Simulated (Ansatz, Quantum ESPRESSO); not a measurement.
**C (diamond): bulk modulus from a few volumes**

How stiff is diamond C under hydrostatic load? Each row scales the relaxed cell evenly and relaxes the atoms. The phase is followed to these pressures whether or not it stays the stable one.

Calculated with Quantum ESPRESSO 7.5, PBEsol, GBRV 1.5 ultrasoft potentials, cutoff 680 eV, Fermi–Dirac smearing 0.02 eV, k-mesh 13×13×13, no spin polarisation, no spin-orbit coupling.

Reference cell, relaxed at zero pressure with PBEsol (Fd-3m): a = 2.5135 Å, b = 2.5135 Å, c = 2.5135 Å, α = 60.00°, β = 60.00°, γ = 60.00°.

```csv
atom,x,y,z
C,0.5000,0.5000,0.5000
C,0.7500,0.7500,0.7500
```

```csv
V (Å³/atom),V/V0,P (GPa),E − E0 (meV/atom)
5.2776,0.9400,31.119,31.4
5.3899,0.9600,19.782,13.6
5.5022,0.9800,9.453,3.3
5.7268,1.0200,−8.537,3.0
5.9514,1.0600,−23.473,25.6
```

V0 = 5.6145 Å³ an atom, where the residual pressure P0 is +0.041 GPa. **Question.** Fit the Birch–Murnaghan law and give the pressure and the energy at V = 5.8391 Å³ an atom, a row left out above.

With the Eulerian strain f = ½[(V0/V)^(2/3) − 1] and F = (P − P0)/[3f(1 + 2f)^(5/2)], the third-order law is the line F = B0 + (3/2) B0 (B′ − 4) f.

```csv
f,F (GPa)
0.02106,443.73
0.01380,445.62
0.00678,447.38
−0.00656,450.63
−0.01905,453.36
```

A straight line through the 5 rows: the means are 0.003206 for f and 448.14 for F, Σ(Δx)² = 0.001034 and ΣΔxΔy = −0.2486, so the slope is −0.2486/0.001034 = −240.36 and the intercept 448.14 − (−240.36)(0.003206) = 448.91.

Hence B0 = 448.9 GPa and B′ = 4 + (−240.4)/(1.5 × 448.9) = 3.64. For the withheld volume f = −0.01291, F = 452.02 GPa and P = −16.35 GPa. The run itself gives −16.35 GPa, so the estimate misses by 0.00 GPa, a rounding's worth.

Integrating the same law gives E − E0 = (9/2) B0 V0 f²[1 + (B′ − 4) f] + P0(V0 − V), with 1 GPa Å³ = 6.2415 meV: 11.8 meV an atom. The run itself gives 11.7 meV, so the estimate misses by 0.1 meV, a rounding's worth.

The same fit over all rows at other levels or in other programs gives B0 = 450 GPa with PBEsol (Ansatz).

Measured bulk modulus: 441.8 GPa (pmc:5324052), against 449 GPa here (+2 %).

The calculation is for a static lattice, while measurements hold thermal and zero-point motion.

[Logs are printed without paths, hosts, clocks, repeated set-up lines and the standing remarks that a program may print on its own settings, such as how far it seeks lower states.]
